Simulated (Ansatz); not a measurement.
# Al3Ni2: properties at the relaxed cell

The task here is to estimate one member of a computed series from the others.

Program: Ansatz 0.2.0. Level of theory: DFT PBEsol, scalar-relativistic, plane waves, PAW. These are calculated values, not measurements.

1 further run of the same task is left out (set aside as unsound or not needed).

### The starting structure

The structure is trigonal, space group P-3m1 (No. 164). Conventional cell: a = 4.003 Å, b = 4.003 Å, c = 4.859 Å, α = 90.00°, β = 90.00°, γ = 120.00°. Al (site symmetry -3m) has 6 Ni at 2.42 Å as nearest neighbours. Al (site symmetry 3m) has 5 Ni at 2.42 to 2.52 Å and 3 Al at 2.72 Å as nearest neighbours. Ni (site symmetry 3m) has 8 Al at 2.42 to 2.52 Å and 3 Ni at 2.71 Å as nearest neighbours.

Structure file:

```
Al Ni
1.0
     4.00314    0.00000    0.00000
    -2.00157    3.46682    0.00000
     0.00000    0.00000    4.85946
Al Ni
3 2
Direct
  0.00000 0.00000 0.00000
  0.33333 0.66667 0.64778
  0.66667 0.33333 0.35222
  0.33333 0.66667 0.14557
  0.66667 0.33333 0.85443
```

It goes back to an entry of the Materials Project, which need not be the stable form.

This cell was relaxed beforehand with the same method: volume 13.49 Å³/atom, gap on the mesh none (metal).

Set-up of the first run:

The input, input.yaml:

```yaml
crystal:
  lattice:
    - [3.9627011196, 0.0, 0.0]
    - [-1.9813505598, 3.4317998372, 0.0]
    - [0.0, 0.0, 4.810375752]
  atoms:
    - { symbol: Al, position: [0.0, 0.0, 0.0] }
    - { symbol: Al, position: [0.3333333333, 0.6666666667, 0.6477829058] }
    - { symbol: Al, position: [0.6666666667, 0.3333333333, 0.3522170942] }
    - { symbol: Ni, position: [0.3333333333, 0.6666666667, 0.1455709071] }
    - { symbol: Ni, position: [0.6666666667, 0.3333333333, 0.8544290929] }
basis:
  ecutwfc: 420
kpoints:
  mp_grid: { grid: [12, 12, 8] }
hamiltonian:
  xc: pbesol
scf:
  occupations: { method: gaussian, width: 0.1 }
output:
  forces: true
  stress: true
  eigenvalues: true
relax:
  adjacent_minimum: "off"
  f_tol: 0.01
  max_steps: 30
  cell: { stress_tol: 0.1, fix: [volume] }
```

On the command line:

```
ansatz run input.yaml --threads 1 --pin off --max-ram 2560MiB --backend cpu --events-out ev --progress --plain --runs-dir out
```

Steps of the session up to this table: The cell scaled to 0.97 of its volume; Volume × 1.03; Point at V/V0 = 0.94; The cell scaled to 1.06 of its volume; Volume × 0.91; The cell scaled to 1.10 of its volume; The cell scaled to 0.88 of its volume.

One of the session's tables, all rows but one given; the rest of the session is left out.

It belongs to the step «Equation of state». 

```
volume (Å³/atom)  energy above the lowest point (meV/atom)  pressure (GPa)
          11.870                                     108.0           23.93
          12.274                                         ?               ?
          12.679                                      24.0           10.07
          13.083                                       5.7            4.63
          13.488                                       0.0            0.00
          13.893                                       5.2           -3.96
          14.297                                      19.5           -7.33
          14.837                                      50.7          -11.05
```

Estimate the missing values for volume (Å³/atom) = 12.274.

Worked estimate for «energy above the lowest point (meV/atom)». A straight line through the neighbours (11.870, 108.0) and (12.679, 24.0) gives 108.0 + (24.0 − 108.0) × (12.274 − 11.870) / (12.679 − 11.870) = 66.1; a parabola fitted to 3 rows on both sides gives 58.2.

**Answer.** energy above the lowest point (meV/atom): 57.3; pressure (GPa): 16.45. In «energy above the lowest point (meV/atom)» the line misses by +8.8 and the parabola by +0.9.

Caveats from the session: The final runs have no spin polarisation, so no magnetic state was tried and one may lie lower.
